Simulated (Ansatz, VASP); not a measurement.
# CdSe: VASP beside Ansatz

```
CELL_PARAMETERS angstrom
9.00000 0.00000 0.00000
0.00000 9.30000 0.00000
0.00000 0.00000 4.80374
ATOMIC_POSITIONS crystal
Cd 0.50000 0.50000 0.00000
Se 0.50000 0.50000 0.50000
```

Alike in both runs: functional PBE; k mesh 1 × 1 × 14; occupations gaussian, width 0.05 eV; collinear spin.

Ansatz relaxed the structure, and its values are those at the end. VASP's run is a single point on that final structure, the one shown.

|  | VASP | Ansatz |
| --- | --- | --- |
| version | VASP 6.6.1 | Ansatz 0.2.0 |
| potentials or method | VASP PAW PBE potentials, release 64 (Cd, Se) | scalar-relativistic, plane waves, PAW |
| plane-wave cutoff (eV) | 520 | 420 |
| valence electrons in the cell | 18 | 36 |

```csv
,VASP,Ansatz,Ansatz less VASP
gap on the k mesh at the Fermi level (eV),0.34,0.35,+0.003
least direct gap on the mesh (eV),1.15,1.16,+0.011
net moment per atom (μB),0.00,0.00,0.000
```

The two sets of potentials don't hold the same shells in valence. Ansatz warned: «seeded_moment_not_kept».
